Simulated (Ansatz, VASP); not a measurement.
**TiAl3: VASP beside Ansatz**

File INCAR:

```
PREC = Accurate ; ENCUT = 520
EDIFF = 1E-6 ; ISMEAR = 0
SIGMA = 0.1 ; LREAL = False
LASPH = True ; NELM = 60
ALGO = Fast ; ISIF = 2
LWAVE = False ; LCHARG = False
GGA = PE ; NBANDS = 18
```

File KPOINTS:

```
Automatic mesh
0
Gamma
  4 2 2
```

File POSCAR:

```
TiAl3
1.0
    2.8396770000      0.0000000000      0.0000000000
    0.0000000000      4.6812640000      0.0000000000
    0.0000000000      0.0000000000      4.9007420000
Ti Al
1 3
Direct
    0.0000000000      0.5000000000      0.1659160000
    0.5000000000      0.5000000000      0.6672710000
    0.5000000000      0.0000000000      0.3309120000
    0.0000000000      0.0000000000      0.8359000000
```

Input for Ansatz:

```yaml
crystal:
  lattice:
    - [2.839677, 0.0, 0.0]
    - [0.0, 4.681264, 0.0]
    - [0.0, 0.0, 4.900742]
  atoms:
    - { symbol: Ti, position: [0.0, 0.5, 0.165916] }
    - { symbol: Al, position: [0.5, 0.5, 0.667271] }
    - { symbol: Al, position: [0.5, 0.0, 0.330912] }
    - { symbol: Al, position: [0.0, 0.0, 0.8359] }
basis:
  ecutwfc: 420
kpoints:
  mp_grid: { grid: [4, 2, 2] }
hamiltonian:
  xc: pbe
scf:
  occupations: { method: gaussian, width: 0.1 }
output:
  forces: true
  stress: true
  eigenvalues: true
```

Alike in both runs: task single point; functional PBE; k mesh 4 × 2 × 2; occupations gaussian, width 0.1 eV; no spin polarisation.

|  | VASP | Ansatz |
| --- | --- | --- |
| version | VASP 6.6.1 | Ansatz 0.2.0 |
| potentials or method | VASP PAW PBE potentials, release 64 (Ti_sv, Al) | scalar-relativistic, plane waves, PAW |
| plane-wave cutoff (eV) | 520 | 420 |
| valence electrons in the cell | 21 | 21 |

```csv
,VASP,Ansatz,Ansatz less VASP
gap on the k mesh at the Fermi level (eV),none,none,-
pressure (GPa),0.0,0.1,+0.07
largest component of the traceless stress (GPa),3.67,3.65,-0.020
rms of the force components (eV/Å),0.076,0.076,-0.0001
```

Atom by atom the forces differ by 0.000 eV/Å (rms over components). A gap of «none» marks a metal or a gap that the smearing closes.

Caveats: the k mesh is coarse (spacing up to 0.67 Å⁻¹), so the values aren't converged.
